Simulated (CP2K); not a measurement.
BN in CP2K: the effect of pseudo set

Crystal: BN.

```
CELL_PARAMETERS angstrom
2.56397 0.00000 0.00000
1.28199 2.22046 0.00000
1.28199 0.74015 2.09347
ATOMIC_POSITIONS crystal
N 0.25000 0.25000 0.25000
B 0.00000 0.00000 0.00000
```

The cell is a database's computed one.

Alike in all runs:

| Item | Value |
| --- | --- |
| Program | CP2K 2026.2 |
| Task | band structure |
| Functional | PBE |
| Density cutoff | 6123 eV |
| k mesh | 13 × 13 × 13 |
| Occupations | fermi-dirac, width 0.05 eV |
| Spin | no spin polarisation |

```tsv
pseudo set	gap on the mesh (eV)	pressure (GPa)
PBE	4.60	0.9
PADE	?	?
BLYP	4.63	0.5
SCAN	4.70	-2.8
PBE0	4.59	0.5
```

What does the run with pseudo set PADE give?

gap on the mesh 4.76 eV; pressure -9.6 GPa.

Caveats: the basis of atomic orbitals isn't converged, which shifts pressures, moduli and gaps; the potentials were made for another functional, which shifts forces and pressure (some runs).

A k mesh can miss the band edges.
